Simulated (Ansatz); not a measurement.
Crystal: HgTe.

```
Hg Te
1.0
     0.00000    3.18000    3.18000
     3.18000    0.00000    3.18000
     3.18000    3.18000    0.00000
Hg Te
1 1
Direct
  0.00000 0.00000 0.00000
  0.50000 0.50000 0.50000
```

Measurements of this composition are mostly on another form, of space group No. 216.

Base run:

- Program: Ansatz 0.2.0
- Functional: BLYP
- Potentials or basis: Ansatz PAW
- Cutoff: 420 eV (not typed: the program's choice for these potentials)
- k mesh: 7 × 7 × 7
- Occupations: fermi-dirac, width 0.05 eV
- Spin: no spin polarisation

Its results: band gap on the k mesh none (metal or under the smearing width); pressure -0.2 GPa.

Task: After a change of settings the same cell gave: band gap on the k mesh none (metal or under the smearing width); pressure -5.0 GPa. Which change was it?
A. functional from BLYP to RPBE
B. functional from BLYP to r2SCAN; cutoff from 420 eV (not typed: the program's choice for these potentials) to 500 eV (not typed: the program's choice for these potentials)
C. functional from BLYP to PBE; occupations from fermi-dirac, width 0.05 eV to gaussian, width 0.013 eV
D. functional from BLYP to revPBE

Result: B.

Caveats: spin-orbit coupling is left out, which moves the levels of the heavy elements; the PAW data sets come from PBE, with cores solved anew for the run's functional, which leaves a small shift of forces and pressure.
